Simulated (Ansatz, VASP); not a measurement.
**CdSe: VASP beside Ansatz**

Contents of INCAR:

```
SYSTEM = CdSe
  PREC = Accurate
  ENCUT = 520
  EDIFF = 1E-6
  ISMEAR = 0
  SIGMA = 0.01
  LREAL = .False.
  LASPH = .True.
  NELM = 150
  ALGO = Normal
  ISIF = 2
  LWAVE = .False.
  LCHARG = .False.
  MAGMOM = 0 0 0 0 0 0
  LORBIT = 11
  LSORBIT = .True.
  GGA_COMPAT = .False.
  LORBMOM = .True.
  GGA = CA
  NBANDS = 30
```

File KPOINTS:

```
Automatic mesh
0
Gamma
  6 6 6
  0 0 0
```

Contents of POSCAR:

```
CdSe
1.0
    4.3420190000      0.0000000000      0.0000000000
    2.1710095000      3.7602987577      0.0000000000
    2.1710095000      1.2534329192      3.5452436678
Cd Se
1 1
Direct
    0.0000000000      0.0000000000      0.0000000000
    0.7500000000      0.7500000000      0.7500000000
```

Input for Ansatz:

```yaml
crystal:
  lattice:
    a: 4.342019
    b: 4.342019
    c: 4.342019
    alpha: 60.0
    beta: 60.0
    gamma: 60.0
  atoms:
    - { symbol: Cd, position: [0.0, 0.0, 0.0] }
    - { symbol: Se, position: [0.75, 0.75, 0.75] }
basis:
  ecutwfc: 510.0
kpoints:
  mp_grid:
    grid: [6, 6, 6]
hamiltonian:
  xc: lda
magnetization:
  noncollinear: true
  spin_orbit: true
scf:
  occupations:
    method: fixed
output:
  eigenvalues: true
```

Measurements of this composition are mostly on another form, of space group No. 186.

Alike in both runs: task single point; functional LDA; k mesh 6 × 6 × 6; non-collinear spin, spin-orbit coupling.

|  | VASP | Ansatz |
| --- | --- | --- |
| version | VASP 6.6.1 | Ansatz 0.2.0 |
| potentials or method | VASP PAW LDA potentials, release 64 (Cd, Se) | plane waves, PAW |
| plane-wave cutoff (eV) | 520 | 510 |
| occupations | gaussian, width 0.01 eV | fixed |
| valence electrons in the cell | 18 | 36 |

Ansatz gave:

* gap on the k mesh at the Fermi level (eV): 0.15
* net moment per atom (μB): 0.00

Q: Which values does VASP return?

A: gap on the k mesh at the Fermi level (eV): 0.18; net moment per atom (μB): 0.00.

The two sets of potentials don't hold the same shells in valence.
